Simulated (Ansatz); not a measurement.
# Sn in Ansatz: the effect of functional

Sn:

```xyz
1
Lattice="-2.0426 2.0426 1.6718 2.0426 -2.0426 1.6718 2.0426 2.0426 -1.6718" Properties=species:S:1:pos:R:3 pbc="T T T"
Sn    0.0000    0.0000    0.0000
```

This isn't the form of Sn at room conditions, which is tetragonal (white tin).

The cell isn't the ideal one: volume scaled by 1.02.

Alike in all runs:

```yaml
Program: Ansatz 0.2.0
Task: single point
Potentials_or_basis: Ansatz PAW
k_mesh: 10 × 10 × 10
Occupations: fermi-dirac, width 0.05 eV
Spin: no spin polarisation
```

```csv
functional,cutoff,pressure (GPa)
LDA,420 eV (not typed: the program's choice for these potentials),-4.0
PBEsol,420 eV (not typed: the program's choice for these potentials),-2.8
r2SCAN,500 eV (not typed: the program's choice for these potentials),?
```

Problem. What does the run with functional r2SCAN give?

Solution. Pressure -1.4 GPa.

Caveats: the PAW data sets come from PBE, with cores solved anew for the run's functional, which leaves a small shift of forces and pressure.

Runs at the PBE level aren't shown here.
